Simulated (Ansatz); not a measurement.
CaO (from a published structure), 2 atoms and 16 valence electrons in a cell of about 28 Å³, was run 9 times in the plane-wave code Ansatz, each time on 4 threads of AMD EPYC 7R43 64-Core Processor (Zen 3), with other jobs on the host. The times are single readings and vary with the host's load.

| run | k mesh | irreducible k | cutoff (eV) | plane waves | bands | SCF iterations | wall time | peak host memory (GiB) |
| --- | --- | --- | --- | --- | --- | --- | --- | --- |
| G0W0, PBE, 44 empty bands, 80 eV | 4×4×4 | 8 | 420 | 537 | 12 | 7 | 2.1 s | 0.29 |
| G0W0, PBE, 103 empty bands, 140 eV | 4×4×4 | 8 | 420 | 537 | 12 | 7 | 3.6 s | 0.35 |
| G0W0, PBE, 190 empty bands, 210 eV | 4×4×4 | 8 | 420 | 537 | 12 | 7 | 9.2 s | 0.38 |
| G0W0, HSE06, 103 empty bands, 140 eV | 4×4×4 | 8 | 420 | 537 | 12 | 10 | 16 s | 0.45 |
| G0W0, LDA, 103 empty bands, 140 eV | 4×4×4 | 8 | 420 | 537 | 12 | 6 | 3.6 s | 0.36 |
| G0W0, r2SCAN, 103 empty bands, 140 eV | 4×4×4 | 8 | 500 | 725 | 12 | 6 | 2.7 s | 0.43 |
| G0W0, PBE, 103 empty bands, 140 eV, plasmon pole | 4×4×4 | 8 | 420 | 537 | 12 | 7 | 1.9 s | 0.38 |
| G0W0, PBE, 44 empty bands, 80 eV | 8×8×8 | 29 | 420 | 537 | 12 | 7 | 24 s | 0.37 |
| G0W0, PBE, 103 empty bands, 140 eV, norm-conserving | 4×4×4 | 8 | 1240 | 2733 | 12 | 8 | 5.5 s | 0.48 |

The slowest run (G0W0, PBE, 44 empty bands, 80 eV) took about 13 times as long as the quickest (G0W0, PBE, 103 empty bands, 140 eV, plasmon pole).
